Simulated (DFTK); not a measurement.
TePb:

```
Pb Te
1.0
     4.00229    0.00000    0.00000
     0.00000    4.00229    0.00000
     0.00000    0.00000    4.00229
Pb Te
1 1
Cartesian
  0.0000 0.0000 0.0000
  2.0011 2.0011 2.0011
```

Measurements of this composition are mostly on another form, of space group No. 225.

Base run:

| Property | Result |
| --- | --- |
| Program | DFTK 0.8.2 |
| Functional | PBE |
| Potentials or basis | dojo.nc.sr.pbe.v0_4_1.standard.upf (PBE) |
| Cutoff | 1088 eV |
| k mesh | 7 × 7 × 7 |
| Occupations | fermi-dirac, width 0.05 eV |
| Spin | no spin polarisation |

Its results: band gap on the k mesh none (metal or under the smearing width); pressure 0.0 GPa.

The run is repeated on the same cell with these changes: functional from PBE to PBEsol; potentials or basis from dojo.nc.sr.pbe.v0_4_1.standard.upf (PBE) to cp2k.nc.sr.pbe.v0_1.largecore.gth (PBE, GTH, large core); cutoff from 1088 eV to 544 eV; valence electrons from 30 to 10. What comes out?

Band gap on the k mesh none (metal or under the smearing width); pressure -1.6 GPa.

Caveats: GTH potentials come without recommended cutoffs, and this one wasn't checked for convergence (some runs); the potentials were made for another functional, which shifts forces and pressure (some runs); spin-orbit coupling is left out, which moves the levels of the heavy elements (some runs); this set keeps more shells in the core, which shifts pressures and gaps (some runs).
